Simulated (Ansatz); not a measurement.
**Zr3S2: a relaxation**

The task: find the equilibrium cell of Zr3S2.

Program: Ansatz 0.2.0. Level of theory: DFT PBE, scalar-relativistic, plane waves, PAW. These are calculated values, not measurements.

1 further run of the same task is left out (set aside as unsound or not needed).

### 1 The system as given

Symmetry: R32, No. 155, trigonal system. The conventional cell has a = 5.805 Å, b = 5.805 Å, c = 10.463 Å, α = 90.00°, β = 90.00°, γ = 120.00°. Zr (site symmetry 2) is surrounded by 4 S at 2.61 to 2.62 Å. S (site symmetry 3) is surrounded by 6 Zr at 2.61 to 2.62 Å.

As a file:

```cif
data_structure
_symmetry_space_group_name_H-M 'P 1'
_symmetry_Int_Tables_number 1
_cell_length_a 4.8371
_cell_length_b 4.8371
_cell_length_c 4.8371
_cell_angle_alpha 73.748
_cell_angle_beta 73.748
_cell_angle_gamma 73.748
_cell_volume 101.79
loop_
_atom_site_label
_atom_site_type_symbol
_atom_site_fract_x
_atom_site_fract_y
_atom_site_fract_z
_atom_site_occupancy
Zr1 Zr 0.16127 0.83873 0.50000 1
Zr2 Zr 0.50000 0.16127 0.83873 1
Zr3 Zr 0.83873 0.50000 0.16127 1
S1 S 0.33498 0.33498 0.33498 1
S2 S 0.66502 0.66502 0.66502 1
```

Source of the structure: the Materials Project (structure only).

### 2 A first look at the start

Input file input.yaml:

```yaml
crystal:
  lattice:
    - [2.9025379727, 1.6757810799, 3.4877732718]
    - [-2.9025379727, 1.6757810799, 3.4877732718]
    - [0.0, -3.3515621597, 3.4877732718]
  atoms:
    - { symbol: Zr, position: [0.161273, 0.838727, 0.5] }
    - { symbol: Zr, position: [0.5, 0.161273, 0.838727] }
    - { symbol: Zr, position: [0.838727, 0.5, 0.161273] }
    - { symbol: S, position: [0.334977, 0.334977, 0.334977] }
    - { symbol: S, position: [0.665023, 0.665023, 0.665023] }
basis:
  ecutwfc: 420
kpoints:
  mp_grid: { grid: [6, 6, 6] }
hamiltonian:
  xc: pbe
scf:
  occupations: { method: gaussian, width: 0.1 }
output:
  forces: true
  stress: true
  eigenvalues: true
```

The run is started by

```
$ ansatz run input.yaml --threads 1 --pin off --max-ram 2560MiB --backend cpu --events-out ev --progress --plain --runs-dir out
```

The log of the run (excerpt; [...] marks lines left out):

```text
[...]
SCF converged after 7 iterations
Free energy (F): -14361.096954 eV
[...]
E sigma→0 (E₀):  -14361.091228 eV
Entropy (-TS):   -0.011453 eV (-2.291 meV/atom)
Fermi energy:    12.776686 eV
[...]
--- Forces (eV/Å), atoms counted from 1 ---
  atom   1  Zr     0.05550367     0.00000000     0.00000000
  atom   2  Zr    -0.02775183     0.04806759    -0.00000000
  atom   3  Zr    -0.02775183    -0.04806759     0.00000000
  atom   4  S      0.00000000     0.00000000     0.01463113
  atom   5  S      0.00000000    -0.00000000    -0.01463113
[...]
--- Stress (GPa, compression-positive) ---
       -0.984414       0.000000       0.000000
        0.000000      -0.984414       0.000000
        0.000000       0.000000      -0.814350
  P = ⅓ Tr σ = -0.9277 GPa (-9.277 kbar)
--- Band table (eV; the first three rows and the last of 32) ---
[...]
```

It took 7.7 s on 1 thread of Intel Xeon Platinum 8488C (Sapphire Rapids), shared host; peak memory 0.41 GiB.

Read-out: pressure -0.9 GPa, largest force 0.06 eV/Å, gap on this mesh none (metal). By this gap the next run takes a mesh of 12×12×12.

### 3 The relaxation

Edit input.yaml of step 2 so:

```diff
@@ -14,3 +14,3 @@
 kpoints:
-  mp_grid: { grid: [6, 6, 6] }
+  mp_grid: { grid: [12, 12, 12] }
 hamiltonian:
@@ -23 +23,10 @@
   eigenvalues: true
+  write_density: true
+  write_potential: true
+  elf: true
+  volumetric_format: npy
+relax:
+  adjacent_minimum: "off"
+  f_tol: 0.005
+  max_steps: 80
+  cell: { stress_tol: 0.05 }
```

The run is started by

```
$ ansatz run input.yaml --threads 1 --pin off --max-ram 2560MiB --backend cpu --events-out ev --progress --plain --runs-dir out
```

The log of the run:

```text
Warning: RAYON_NUM_THREADS=1 ignored (pool sized by the plan → 1); use --threads N
Engine: ansatz 0.2.0, x86_64-unknown-linux-gnu
Pseudopotentials: kind: paw
Pseudopotential: Zr, paw, valence charge 12, recommended cutoff 420 eV (normal), Zr.paw.azcp
Pseudopotential: S, paw, valence charge 6, recommended cutoff 420 eV (normal), S.paw.azcp
Functional definition: PBE
  parameter kappa = 0.804
  parameter beta = 0.06672455060314922
  exchange = pbe_x(kappa = kappa, mu = beta*pi^2/3)
  correlation = pbe_c(beta = beta)
Crystal: 5 atoms, lattice volume = 101.788 Å³
Basis set: ecut = 420 eV, 1949 PW (Γ), exchange–correlation on 72×72×72 points (8 copies of the dense FFT grid, shifted against one another)
Bands: 29, of which v1, the nominal top of the filled ones, is band 24 counted from 1 (23 counted from 0)
Symmetry: 6 space group operations
Space group: R32 (ITA 155), of the structure as read, at distance tolerance 4.7e-5 Å
k-points: 189 of 1728 (time reversal used)
Non-local potential: Zr, projectors of the file, l = 0: 3, l = 1: 2, l = 2: 2, l = 3: 2
Non-local potential: S, projectors of the file, l = 0: 2, l = 1: 2, l = 2: 2
PAW form: soft (Blöchl's): semilocal exchange-correlation on the pseudo side does not see the compensation charge
PAW one-centre angular grid: Zr, 590 points (default); XC on 64 Gauss nodes
PAW one-centre angular grid: S, 110 points (default); XC on 64 Gauss nodes
Initial density: superposition of atomic densities (neutral atoms: chi_scale 0, normalization atom), corrected by the library's trained network
Initial wavefunctions: pseudopotential atomic-orbital guess
Functional: x = pbe(κ = 0.804, μ = 0.2195149727645171), c = pbe(β = 0.06672455060314922)
SCF iter   1: F=—  HF=-14361.105719 eV  |F-HF|=—  |Δ(HF+E_count)|=         —  Δρ=6.70e-3  dr2=5.89e-2  ethr=1.77e-3  ⟨swp⟩=4.7  Hψ=22518  notcnv=0
preconditioner: auto → Kerker (q_TF=auto, 2.407 Å⁻¹)  [metal: Δε(μ)=0.002 eV  Ē_g=6.616 eV  σ=0.100 eV  W_gap=0.01  n_scr=20 (ndim 8)  ℏωp=18.0 eV  f_vac=0.000  D(μ)=2.30/eV (n_scr^D=14)]
SCF iter   2: F=—  HF=-14361.097200 eV  |F-HF|=—  |Δ(HF+E_count)|=   8.52e-3  Δρ=3.76e-3  dr2=1.77e-2  ethr=1.23e-4  ⟨swp⟩=1.0  Hψ=7013  notcnv=0
SCF iter   3: F=—  HF=-14361.096679 eV  |F-HF|=—  |Δ(HF+E_count)|=   5.21e-4  Δρ=7.87e-4  dr2=9.21e-4  ethr=3.68e-5  ⟨swp⟩=2.0  Hψ=7355  notcnv=0
SCF iter   4: F=—  HF=-14361.096697 eV  |F-HF|=—  |Δ(HF+E_count)|=   1.74e-5  Δρ=1.65e-4  dr2=3.16e-5  ethr=1.92e-6  ⟨swp⟩=2.0  Hψ=7268  notcnv=0
SCF iter   5: F=—  HF=-14361.096661 eV  |F-HF|=—  |Δ(HF+E_count)|=   3.61e-5  Δρ=3.35e-5  dr2=1.48e-6  ethr=6.58e-8  ⟨swp⟩=2.0  Hψ=7473  notcnv=0
SCF iter   6: F=—  HF=-14361.096661 eV  |F-HF|=—  |Δ(HF+E_count)|=   2.59e-7  Δρ=9.67e-6  dr2=1.58e-7  ethr=3.09e-9  ⟨swp⟩=2.2  Hψ=9665  notcnv=0
SCF iter   7: F=-14361.096661 eV  HF=-14361.096661 eV  |F-HF|=3.51e-10  |Δ(HF+E_count)|=   2.37e-9  Δρ=2.07e-6  dr2=5.18e-9  ethr=2.08e-10  ⟨swp⟩=9.4  Hψ=34349  notcnv=0
SCF 1 converged in 7 iterations: F = -14361.096661 eV  dr2 = 5.18e-9
relax step   1: F+E_penalty+E_count = -14361.09666093 eV  Δ(F+E_penalty+E_count) = +0.000e0 eV  max|allowed force component| = 6.759e-2 eV/Å  Δτ_max = 0.0000 Å  P = -0.916 GPa  Ω = 101.788 Å³  (7 SCF iters, dr2 threshold 1.00e-7 eV, accepted)
Crystal: 5 atoms, lattice volume = 100.292 Å³
Basis set: ecut = 420 eV, 1937 PW (Γ), exchange–correlation on 72×72×72 points (8 copies of the dense FFT grid, shifted against one another)
Initial density: handed on by an earlier stage of this run
Initial wavefunctions: those handed on with the density
iter 1 solved again at ethr=7.47e-6 eV; its pass at ethr=3.10e-3 eV (dr2=3.59e-3 eV) is discarded
SCF iter   1: F=—  HF=-14361.096365 eV  |F-HF|=—  |Δ(HF+E_count)|=         —  Δρ=1.35e-3  dr2=3.67e-3  ethr=7.47e-6  ⟨swp⟩=1.0  Hψ=29891  notcnv=0
preconditioner: auto → Kerker (q_TF=auto, 2.413 Å⁻¹)  [metal: Δε(μ)=0.001 eV  Ē_g=6.597 eV  σ=0.100 eV  W_gap=0.00  n_scr=20 (ndim 8)  ℏωp=18.2 eV  f_vac=0.000  D(μ)=2.32/eV (n_scr^D=14)]
SCF iter   2: F=—  HF=-14361.095685 eV  |F-HF|=—  |Δ(HF+E_count)|=   6.80e-4  Δρ=7.98e-4  dr2=1.45e-3  ethr=7.47e-6  ⟨swp⟩=1.0  Hψ=5481  notcnv=0
SCF iter   3: F=—  HF=-14361.095241 eV  |F-HF|=—  |Δ(HF+E_count)|=   4.43e-4  Δρ=1.48e-4  dr2=3.97e-5  ethr=3.03e-6  ⟨swp⟩=2.0  Hψ=7545  notcnv=0
SCF iter   4: F=—  HF=-14361.095176 eV  |F-HF|=—  |Δ(HF+E_count)|=   6.56e-5  Δρ=3.24e-5  dr2=1.83e-6  ethr=8.27e-8  ⟨swp⟩=2.8  Hψ=7839  notcnv=0
SCF iter   5: F=-14361.095175 eV  HF=-14361.095176 eV  |F-HF|=6.19e-8  |Δ(HF+E_count)|=   1.65e-7  Δρ=1.11e-5  dr2=2.01e-7  ethr=1.04e-9  ⟨swp⟩=10.5  Hψ=39512  notcnv=0
SCF 2 converged in 5 iterations: F = -14361.095175 eV  dr2 = 2.01e-7
relax step   2: F+E_penalty+E_count = -14361.09517548 eV  Δ(F+E_penalty+E_count) = +1.485e-3 eV  max|allowed force component| = 9.772e-2 eV/Å  Δτ_max = 0.0115 Å  P = +0.973 GPa  Ω = 100.292 Å³  energy of the carried Pulay correction = +1.965e-4 eV  (5 SCF iters, dr2 threshold 5.00e-7 eV, rejected (line search))
Crystal: 5 atoms, lattice volume = 101.072 Å³
iter 1 solved again at ethr=3.57e-6 eV; its pass at ethr=3.10e-3 eV (dr2=1.71e-3 eV) is discarded
SCF iter   1: F=—  HF=-14361.099863 eV  |F-HF|=—  |Δ(HF+E_count)|=         —  Δρ=9.06e-4  dr2=1.62e-3  ethr=3.57e-6  ⟨swp⟩=2.0  Hψ=28775  notcnv=0
preconditioner: auto → Kerker (q_TF=auto, 2.410 Å⁻¹)  [metal: Δε(μ)=0.004 eV  Ē_g=6.574 eV  σ=0.100 eV  W_gap=0.02  n_scr=20 (ndim 8)  ℏωp=18.1 eV  f_vac=0.000  D(μ)=2.40/eV (n_scr^D=14)]
SCF iter   2: F=—  HF=-14361.099562 eV  |F-HF|=—  |Δ(HF+E_count)|=   3.01e-4  Δρ=5.28e-4  dr2=6.15e-4  ethr=3.37e-6  ⟨swp⟩=1.0  Hψ=5481  notcnv=0
SCF iter   3: F=—  HF=-14361.099364 eV  |F-HF|=—  |Δ(HF+E_count)|=   1.98e-4  Δρ=9.49e-5  dr2=2.01e-5  ethr=1.28e-6  ⟨swp⟩=2.0  Hψ=7447  notcnv=0
SCF iter   4: F=—  HF=-14361.099309 eV  |F-HF|=—  |Δ(HF+E_count)|=   5.52e-5  Δρ=2.66e-5  dr2=9.96e-7  ethr=4.18e-8  ⟨swp⟩=2.0  Hψ=7353  notcnv=0
SCF iter   5: F=—  HF=-14361.099310 eV  |F-HF|=—  |Δ(HF+E_count)|=   1.06e-6  Δρ=6.91e-6  dr2=8.22e-8  ethr=2.08e-9  ⟨swp⟩=2.0  Hψ=8218  notcnv=0
SCF iter   6: F=—  HF=-14361.099310 eV  |F-HF|=—  |Δ(HF+E_count)|=   1.47e-8  Δρ=1.98e-6  dr2=6.85e-9  ethr=1.71e-10  ⟨swp⟩=2.3  Hψ=9091  notcnv=0
SCF iter   7: F=—  HF=-14361.099310 eV  |F-HF|=—  |Δ(HF+E_count)|=   1.08e-9  Δρ=4.42e-7  dr2=2.27e-10  ethr=1.43e-11  ⟨swp⟩=2.0  Hψ=7294  notcnv=0
SCF iter   8: F=-14361.099310 eV  HF=-14361.099310 eV  |F-HF|=3.64e-12  |Δ(HF+E_count)|=  4.37e-11  Δρ=8.27e-8  dr2=1.20e-11  ethr=1.00e-12  ⟨swp⟩=6.0  Hψ=26067  notcnv=0
SCF 3 converged in 8 iterations: F = -14361.099310 eV  dr2 = 1.20e-11
relax step   3: F+E_penalty+E_count = -14361.09930998 eV  Δ(F+E_penalty+E_count) = -2.649e-3 eV  max|allowed force component| = 3.639e-3 eV/Å  Δτ_max = 0.0043 Å  P = -0.036 GPa  Ω = 101.072 Å³  energy of the carried Pulay correction = +9.365e-5 eV  (8 SCF iters, accepted)
Crystal: 5 atoms, lattice volume = 101.060 Å³
iter 1 solved again at ethr=3.54e-8 eV; its pass at ethr=3.10e-3 eV (dr2=1.70e-5 eV) is discarded
SCF iter   1: F=—  HF=-14361.099383 eV  |F-HF|=—  |Δ(HF+E_count)|=         —  Δρ=9.46e-5  dr2=1.76e-5  ethr=3.54e-8  ⟨swp⟩=2.0  Hψ=28432  notcnv=0
preconditioner: auto → Kerker (q_TF=auto, 2.410 Å⁻¹)  [metal: Δε(μ)=0.002 eV  Ē_g=6.574 eV  σ=0.100 eV  W_gap=0.01  n_scr=20 (ndim 8)  ℏωp=18.1 eV  f_vac=0.000  D(μ)=2.38/eV (n_scr^D=14)]
SCF iter   2: F=—  HF=-14361.099331 eV  |F-HF|=—  |Δ(HF+E_count)|=   5.21e-5  Δρ=5.55e-5  dr2=6.59e-6  ethr=3.54e-8  ⟨swp⟩=1.0  Hψ=5482  notcnv=0
SCF iter   3: F=—  HF=-14361.099328 eV  |F-HF|=—  |Δ(HF+E_count)|=   2.17e-6  Δρ=9.30e-6  dr2=1.64e-7  ethr=1.37e-8  ⟨swp⟩=2.0  Hψ=7362  notcnv=0
SCF iter   4: F=-14361.099328 eV  HF=-14361.099328 eV  |F-HF|=1.18e-9  |Δ(HF+E_count)|=   5.13e-8  Δρ=2.60e-6  dr2=5.40e-9  ethr=4.36e-11  ⟨swp⟩=8.0  Hψ=32416  notcnv=0
SCF 4 converged in 4 iterations: F = -14361.099328 eV  dr2 = 5.40e-9
relax step   4: F+E_penalty+E_count = -14361.09932835 eV  Δ(F+E_penalty+E_count) = -1.837e-5 eV  max|allowed force component| = 2.261e-3 eV/Å  Δτ_max = 0.0006 Å  P = -0.010 GPa  Ω = 101.060 Å³  energy of the carried Pulay correction = +9.531e-5 eV  (4 SCF iters, dr2 threshold 2.09e-8 eV, accepted)
Initial wavefunctions: pseudopotential atomic-orbital guess (no wavefunctions were taken with the density)
iter 1 solved again at ethr=3.13e-8 eV; its pass at ethr=3.10e-3 eV (dr2=1.50e-5 eV) is discarded
SCF iter   1: F=—  HF=-14361.099285 eV  |F-HF|=—  |Δ(HF+E_count)|=         —  Δρ=7.63e-6  dr2=1.38e-8  ethr=3.13e-8  ⟨swp⟩=3.2  Hψ=39510  notcnv=0
preconditioner: auto → Kerker (q_TF=auto, 2.410 Å⁻¹)  [metal: Δε(μ)=0.002 eV  Ē_g=6.574 eV  σ=0.100 eV  W_gap=0.01  n_scr=20 (ndim 8)  ℏωp=18.1 eV  f_vac=0.000  D(μ)=2.37/eV (n_scr^D=14)]
SCF iter   2: F=—  HF=-14361.099235 eV  |F-HF|=—  |Δ(HF+E_count)|=   4.97e-5  Δρ=4.05e-6  dr2=3.32e-9  ethr=2.87e-11  ⟨swp⟩=2.3  Hψ=10530  notcnv=0
SCF iter   3: F=—  HF=-14361.099235 eV  |F-HF|=—  |Δ(HF+E_count)|=   4.25e-9  Δρ=6.86e-7  dr2=2.46e-10  ethr=6.92e-12  ⟨swp⟩=2.7  Hψ=10283  notcnv=0
SCF iter   4: F=-14361.099235 eV  HF=-14361.099235 eV  |F-HF|=3.64e-12  |Δ(HF+E_count)|=  1.15e-10  Δρ=1.84e-7  dr2=3.06e-11  ethr=1.00e-12  ⟨swp⟩=7.0  Hψ=26408  notcnv=0
SCF 5 converged in 4 iterations: F = -14361.099235 eV  dr2 = 3.06e-11
relax step   5: F+E_penalty+E_count = -14361.09923528 eV  Δ(F+E_penalty+E_count) = +9.308e-5 eV  max|allowed force component| = 2.244e-3 eV/Å  Δτ_max = 0.0000 Å  P = -0.011 GPa  Ω = 101.060 Å³  stress off target by 1.64e-2 GPa  SCF on the basis re-selected at this cell (its energy is not comparable with the rows above)  (4 SCF iters)
basis re-selected at this cell: Δ(F+E_penalty+E_count) = +9.308e-5 eV, ΔP = -0.000 GPa vs the last step (what re-selecting the basis moved, of the pressure what is left beyond the Pulay correction that the steps carried, after the strain that the cell walked since its last selection, with what the two solves' SCF thresholds leave and, on support functions, any second-order correction that the steps lacked; it is no measure of the basis error at this ecutwfc). This SCF's stress stands 1.64e-2 GPa from its target on what of the cell is left free (relax.cell.stress_tol is 5.00e-2 GPa) and its largest allowed force component is 2.24e-3 eV/Å (relax.f_tol is 5.00e-3 eV/Å): within both
SCF converged after 4 iterations
Free energy (F): -14361.099235 eV
Harris-Foulkes:  -14361.099235 eV  (|F-HF|=3.64e-12)
Internal energy: -14361.087362 eV  (E = F + TS)
E sigma→0 (E₀):  -14361.093299 eV
Entropy (-TS):   -0.011873 eV (-2.375 meV/atom)
Fermi energy:    12.883624 eV
--- Per-component energies (eV) ---
  E_band       = -290.316568
  E_kinetic    = 1220.437721
  E_local      = -2248.245531  (includes V_loc(G=0)·N_el)
  E_nonlocal   = 295.350706
  E_hartree    = 722.843065
  E_xc         = -682.664716
  E_vxc        = -752.602996  (∫ρ·V_xc dr)
  E_paw        = -10062.781607  (= ΣΔE_a)
  E_vpaw       = -250.942667  (= ΣTr[D̂ρ^β])
  E_aug_tail   = 0.000078  (compensation charges beyond the density's cutoff)
  E_ewald      = -3606.027077
  E_smearing   = -0.011873  (= −TS)
  E_closure    = -0.000000  (closes the sum)
  Σ components = -14361.099235   (vs F -14361.099235, Δ=0.00e0)
--- Forces (eV/Å), atoms counted from 1 ---
  atom   1  Zr    -0.00224386     0.00000000    -0.00000000
  atom   2  Zr     0.00112193    -0.00194324     0.00000000
  atom   3  Zr     0.00112193     0.00194324    -0.00000000
  atom   4  S     -0.00000000     0.00000000     0.00098798
  atom   5  S     -0.00000000    -0.00000000    -0.00098798
  max |Σ_I F_I| component: 3.24e-16 eV/Å
--- Stress (GPa, compression-positive) ---
       -0.007870      -0.000000      -0.000000
       -0.000000      -0.007870      -0.000000
       -0.000000      -0.000000      -0.016424
  P = ⅓ Tr σ = -0.0107 GPa (-0.107 kbar)
--- Band table (eV; the first three rows and the last of 189) ---
  k-point 0: bands = ["-36.2076", "-36.1268", "-36.1268", "-14.3772", "-14.3772", "-14.3704", "-14.3620", "-14.2995", "-14.2995", "-14.2268", "-13.9639", "-13.9639", "-2.1258", "-0.9102", "6.9271", "6.9271", "7.2554", "8.6112", "8.7974", "8.7974", "10.2802", "11.0568", "12.9902", "12.9902", "13.5822", "13.5822", "14.9071", "15.6527", "15.6527"]
  k-point 1: bands = ["-36.2061", "-36.1290", "-36.1261", "-14.4063", "-14.3895", "-14.3761", "-14.3479", "-14.2872", "-14.2727", "-14.2208", "-13.9768", "-13.9665", "-2.0951", "-0.9182", "6.8366", "7.0206", "7.2839", "8.5200", "8.7005", "8.8610", "10.3689", "11.1369", "12.8979", "12.9710", "13.4336", "13.6886", "14.7684", "15.5692", "15.7363"]
  k-point 2: bands = ["-36.2017", "-36.1329", "-36.1264", "-14.4325", "-14.4182", "-14.3908", "-14.3295", "-14.2696", "-14.2302", "-14.1948", "-14.0131", "-13.9743", "-2.0073", "-0.9438", "6.7955", "7.0824", "7.3256", "8.3127", "8.6110", "8.8891", "10.5848", "11.3343", "12.7219", "12.8655", "13.2276", "13.8073", "14.4956", "15.3648", "15.7348"]
  k-point 188: bands = ["-36.1873", "-36.1359", "-36.1359", "-14.6348", "-14.4141", "-14.3391", "-14.3391", "-14.3179", "-14.2245", "-14.2245", "-13.9404", "-13.9404", "-1.0166", "-0.8012", "5.8318", "7.0704", "7.0704", "7.8949", "8.5527", "8.5527", "12.1002", "12.5076", "12.7087", "12.7087", "13.2183", "13.2183", "13.9668", "13.9668", "15.0973"]
--- Relaxed structure (4 steps of the walk, 3 accepted, 1 SCFs on fresh bases) ---
  F+E_penalty+E_count = -14361.09923528 eV   max|allowed force component| = 2.244e-3 eV/Å   (the final SCF, on the basis selected at the relaxed cell)
  cell:  # Å, volume = 101.0595 Å³
    - [2.895211834429046, 1.671551331985231, 3.480374212177958]
    - [-2.895211834429046, 1.671551331985231, 3.480374212177958]
    - [-2.304119242393768e-35, -3.3431026639205683, 3.480374212201921]
  atoms:
    - { symbol: Zr, position: [0.16210663559384703, 0.837893364406153, 0.49999999999999994] }
    - { symbol: Zr, position: [0.4999999999999999, 0.16210663559384686, 0.8378933644061528] }
    - { symbol: Zr, position: [0.837893364406153, 0.5000000000000001, 0.16210663559384714] }
    - { symbol: S, position: [0.3347765468137527, 0.3347765468137527, 0.33477654681375263] }
    - { symbol: S, position: [0.6652234531862474, 0.6652234531862474, 0.6652234531862472] }
```

Wall time 4.5 min (1 thread of Intel Xeon Platinum 8488C (Sapphire Rapids), shared host); peak memory 0.74 GiB.

The steps of the relaxation:

| step | E - E(step 1) (eV/cell) | largest force component (eV/Å) | pressure (GPa) | volume (Å³) |
| --- | --- | --- | --- | --- |
| 1 | 0.0000 | 0.0676 | -0.92 | 101.79 |
| 2 | 0.0015 | 0.0977 | 0.97 | 100.29 |
| 3 | -0.0026 | 0.0036 | -0.04 | 101.07 |
| 4 | -0.0027 | 0.0023 | -0.01 | 101.06 |
| 5 | -0.0026 | 0.0022 | -0.01 | 101.06 |

Step 1 is the start. Step 5 repeats the geometry before it on a plane-wave basis chosen anew for that cell, so its energy need not be comparable with the rows above. Step 2 was tried and not accepted.

Lengths and angles in the start's conventional setting:

|  | before | after | change |
| --- | --- | --- | --- |
| a (Å) | 5.805 | 5.790 | -0.3 % |
| b (Å) | 5.805 | 5.790 | -0.3 % |
| c (Å) | 10.463 | 10.441 | -0.2 % |
| volume (Å³/atom) | 20.36 | 20.21 | -0.7 % |
| shortest distance (Å) | 2.605 | 2.599 | -0.2 % |
| space group (0.01 Å) | R32 | R32 | same |

Forces and stress were held to the start's 6 operations: a distortion of lower symmetry was not tested.

The maps below are laid out on this run's own conventional cell (a, b, c = 5.790, 5.790, 10.441 Å).

Density in a lattice plane of the grid's cell (edges 5.79 and 10.44 Å, at 0.000 of the third edge), which holds Zr and S.

Ten even steps from '0' (0.06 e/Å³) to '9' (4.01 e/Å³):
```
00000000000000
00000000254100
00000001799500
00000001699400
11000000122101
12100000000012
02100000000022
22100000010012
00000000487200
00000001879500
00000000487200
22100000010012
02100000000022
12100000000012
11000000122101
00000001699400
00000001799500
00000000254100
00000000000000
00000000000000
```
Columns run along the first of these edges and rows up along the second, over one cell in 14 and 20 even steps from the bottom left corner. Atoms in the plane (fractional): Zr at (0.66, 0.50), Zr at (0.67, 0.83), Zr at (0.67, 0.17), S at (0.00, 0.33), S at (0.00, 0.67).

ELF in the same plane.

Ten even steps from ' ' (0.00) to '@' (0.87):
```
%%##==::......  ........::**
**++----====::..++@@%%==..==
------++##%%====@@--++%%--::
====--==**##----%%######..--
@@%%**--::--..  --##**::==%%
--##@@++..  ........::++@@%%
  ++@@++..  ..::::::--##@@**
%%@@%%==::::..  ..==--::##@@
**++==--++**::::%%@@@@++..++
....::++%%%%--++%%  ==%%::..
**++==--++**::::%%@@@@++..++
%%@@%%==::::..  ..==--::##@@
  ++@@++..  ..::::::--##@@**
--##@@++..  ........::++@@%%
@@%%**--::--..  --##**::==%%
====--==**##----%%######..--
------++##%%====@@--++%%--::
**++----====::..++@@%%==..==
%%##==::......  ........::**
@@%%++::      ..::--::--++%%
```
Columns run along the first of these edges and rows up along the second, over one cell in 14 and 20 even steps from the bottom left corner. Atoms in the plane (fractional): Zr at (0.66, 0.50), Zr at (0.67, 0.83), Zr at (0.67, 0.17), S at (0.00, 0.33), S at (0.00, 0.67).

Both are smooth fields of the valence electrons: close to the nuclei they are not physical.

Maxima of ELF outside the ion cores: 0.88 in the shell around S, 0.8 Å from S; 0.79 between the atoms, 2.6 Å from Zr.

[end of part 1 of 2]
